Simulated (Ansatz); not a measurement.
MgAl2O4:
```cif
data_Al4Mg2O8
_chemical_formula_sum 'Mg2 Al4 O8'
_space_group_name_H-M_alt 'P 1'
_space_group_IT_number 1
_cell_length_a 5.73115
_cell_length_b 5.73115
_cell_length_c 5.73115
_cell_angle_alpha 60.000
_cell_angle_beta 60.000
_cell_angle_gamma 60.000
loop_
_space_group_symop_operation_xyz
  'x, y, z'
loop_
_atom_site_label
_atom_site_type_symbol
_atom_site_fract_x
_atom_site_fract_y
_atom_site_fract_z
_atom_site_occupancy
Mg1 Mg 0.75000 0.75000 0.75000 1
Mg2 Mg 0.50000 0.50000 0.50000 1
Al1 Al 0.62500 0.12500 0.12500 1
Al2 Al 0.12500 0.12500 0.62500 1
Al3 Al 0.12500 0.62500 0.12500 1
Al4 Al 0.12500 0.12500 0.12500 1
O1 O 0.36145 0.36145 0.36145 1
O2 O 0.33435 0.88855 0.88855 1
O3 O 0.36145 0.36145 0.91565 1
O4 O 0.88855 0.33435 0.88855 1
O5 O 0.91565 0.36145 0.36145 1
O6 O 0.88855 0.88855 0.88855 1
O7 O 0.36145 0.91565 0.36145 1
O8 O 0.88855 0.88855 0.33435 1
```

Relaxed with PBEsol. Independent-particle spectrum: no excitons, no local fields, no scissors shift; 0.1 eV broadening; ε₁ of the summed bands alone.

### Question
Tabulate the dielectric function from plane-wave PAW PBEsol (Ansatz code).

### Answer


| E (eV) | ε₁ xx | ε₂ xx |
|---|---|---|
| 0.0 | 3.06 | 0.00 |
| 0.4 | 3.07 | 0.00 |
| 0.8 | 3.08 | 0.00 |
| 1.2 | 3.09 | 0.00 |
| 1.6 | 3.11 | 0.00 |
| 2.0 | 3.14 | 0.00 |
| 2.4 | 3.18 | 0.00 |
| 2.8 | 3.22 | 0.00 |
| 3.2 | 3.28 | 0.00 |
| 3.6 | 3.35 | 0.00 |
| 4.0 | 3.44 | 0.00 |
| 4.4 | 3.56 | 0.00 |
| 4.8 | 3.74 | 0.00 |
| 5.2 | 4.16 | 0.08 |
| 5.6 | 4.18 | 0.59 |
| 6.0 | 4.11 | 0.79 |
| 6.4 | 4.08 | 0.92 |
| 6.8 | 4.08 | 1.04 |
| 7.2 | 4.12 | 1.15 |
| 7.6 | 4.21 | 1.21 |
| 8.0 | 4.38 | 1.56 |
| 8.4 | 4.50 | 1.80 |
| 8.8 | 4.28 | 2.15 |
| 9.2 | 4.29 | 2.75 |
| 9.6 | 4.53 | 4.01 |
| 10.0 | 3.13 | 3.77 |
| 10.4 | 2.45 | 2.97 |
| 10.8 | 2.81 | 2.84 |
| 11.2 | 2.67 | 2.68 |
| 11.6 | 3.10 | 2.69 |
| 12.0 | 2.97 | 3.58 |

### Question
From ε at 5.8 eV (xx: 4.14 + 0.70i), find n, k, the normal reflectivity and the absorption coefficient.

### Answer
n = 2.04, k = 0.171, R = 12 %, α = 2kE/ħc = 100000 cm⁻¹.

With all bands, ε∞ without local fields is 3.23. DFPT, with local fields, gives 3.11.

Space group Fd-3m (spinel). The cell was relaxed with PBEsol under the symmetry of its start.

Potentials: the earlier of the program's two PAW sets. The files were generated under PBE; for other functionals the program regenerates the frozen cores, and for LDA and PBEsol the local potential too.
